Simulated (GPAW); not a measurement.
Input of a GPAW 26.7.0 run:

The input run.py:

```python
from ase import Atoms
from ase.dft.bandgap import bandgap
from ase.io import write
from ase.units import Bohr, GPa
from gpaw import GPAW, PW
from gpaw.elf import elf_from_dft_calculation

atoms = Atoms(['C', 'C', 'C', 'C', 'C', 'C', 'C', 'C', 'C', 'C', 'C', 'C'],
              cell=[[2.5221, 0.0, 0.0],
                    [-1.26105, 2.1842026709, 0.0],
                    [0.0, 0.0, 12.3557]],
              scaled_positions=[[0.6666666667, 0.3333333333, 0.35417],
                                [0.3333333333, 0.6666666667, 0.85417],
                                [0.6666666667, 0.3333333333, 0.14583],
                                [0.3333333333, 0.6666666667, 0.64583],
                                [0.6666666667, 0.3333333333, 0.47917],
                                [0.3333333333, 0.6666666667, 0.97917],
                                [0.6666666667, 0.3333333333, 0.02083],
                                [0.3333333333, 0.6666666667, 0.52083],
                                [0.0, 0.0, 0.8125],
                                [0.0, 0.0, 0.3125],
                                [0.0, 0.0, 0.6875],
                                [0.0, 0.0, 0.1875]],
              pbc=True)

calc = GPAW(mode=PW(800),
            xc='PBE',
            kpts={'size': (12, 12, 3), 'gamma': True},
            occupations={'name': 'methfessel-paxton', 'order': 0, 'width': 0.012},
            nbands=46,
            convergence={'density': 1e-05, 'energy': 1e-05},
            maxiter=150,
            txt='gpaw.txt')
atoms.calc = calc
energy = atoms.get_potential_energy()
forces = atoms.get_forces()
stress = atoms.get_stress()
calc.write('gs.gpw')
write('result.traj', atoms)
print(f'Energy: {energy:.6f} eV')
print('Forces (eV/A):')
print(forces.round(4))
print('Stress (GPa):', (stress / GPa).round(3))
print('Fermi level:', round(calc.get_fermi_level(), 4), 'eV')
print(f'Gap: {bandgap(calc)[0]:.4f} eV, direct: {bandgap(calc, direct=True)[0]:.4f} eV')

# fields on the real-space grid
write('density.cube', atoms, data=calc.get_pseudo_density() * Bohr**3)
write('potential.cube', atoms, data=calc.get_electrostatic_potential())
write('elf.cube', atoms, data=elf_from_dft_calculation(calc).data)
```

Potentials or basis: GPAW PAW data sets (gpaw-data 1.2.1), pw.

Run with:

```bash
$ OMP_NUM_THREADS=1 python run.py
```

**Question.** What does it give for the pressure?

**Answer.** 1.7 GPa.

**Question.** What does it give for the band gap on the k mesh?

**Answer.** 4.38 eV, indirect (least direct gap 5.31 eV).

**Question.** What does it give for the largest force?

**Answer.** 0.332 eV/Å.

Stress tensor (GPa, compression positive):
```
-1.01  0.00  0.00
 0.00 -1.01  0.00
 0.00  0.00  7.17
```

Caveat: an odd mesh through Γ misses points on the zone boundary, where band edges often lie.
